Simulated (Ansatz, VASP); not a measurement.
Given: the input of a run of VASP 6.6.1 on Ba.

INCAR

```
PREC = Accurate
ENCUT = 520
EDIFF = 1E-6
ISMEAR = 0
SIGMA = 0.02
LREAL = F
LASPH = T
NELM = 60
ALGO = Normal
ISIF = 2
LWAVE = F
LCHARG = T
GGA = CA
LELF = T
LVHAR = T
NBANDS = 11
```

File KPOINTS:

```
Automatic mesh
0
Gamma
  7 7 7
```

POSCAR

```
Ba
1.0
    3.9177175405      0.0000000000      0.0000000000
    0.0000000000      3.9177175405      0.0000000000
    0.0000000000      0.0000000000      3.9177175405
Ba
1
Direct
    0.0000000000      0.0000000000      0.0000000000
```

Potentials or basis: VASP PAW LDA potentials, release 64 (Ba_sv).

Launch:

```bash
$ cat potpaw_LDA.64/Ba_sv/POTCAR > POTCAR
$ mpirun -np 1 vasp_std > vasp.out
```

Question: Set up the same calculation for Ansatz 0.2.0. Potentials there: all-electron LAPW, scalar-relativistic.

Answer: As run (the cutoff follows the program's own potentials):

The input input.yaml:

```yaml
crystal:
  lattice:
    - [3.9177175405, 0.0, 0.0]
    - [0.0, 3.9177175405, 0.0]
    - [0.0, 0.0, 3.9177175405]
  atoms:
    - { symbol: Ba, position: [0.0, 0.0, 0.0] }
kpoints:
  mp_grid: { grid: [7, 7, 7] }
scf:
  occupations: { method: gaussian, width: 0.02 }
hamiltonian:
  xc: lda
  pseudopotentials: { kind: all_electron, lapw: { basis_error: 0.001 } }
output:
  forces: true
  stress: true
  eigenvalues: true
```

Potentials or basis: all-electron LAPW, scalar-relativistic.

Launch:

```bash
$ ansatz run input.yaml --threads 1 --pin off --max-ram 3072MiB --backend cpu --events-out ev --progress --plain --runs-dir out
```

Both were run:

|  | VASP | Ansatz | Ansatz less VASP |
| --- | --- | --- | --- |
| gap on the k mesh at the Fermi level (eV) | 0.05 | 0.06 | +0.011 |
| least direct gap on the mesh (eV) | 0.21 | 0.21 | 0.000 |
| pressure (GPa) | -1.0 | -1.1 | -0.12 |

Ansatz ran all-electron here, so the differences hold the error of VASP's frozen core and of both bases.

Caveats: spin-orbit coupling is left out, which moves the levels of the heavy elements; an odd mesh through Γ misses points on the zone boundary, where band edges often lie.
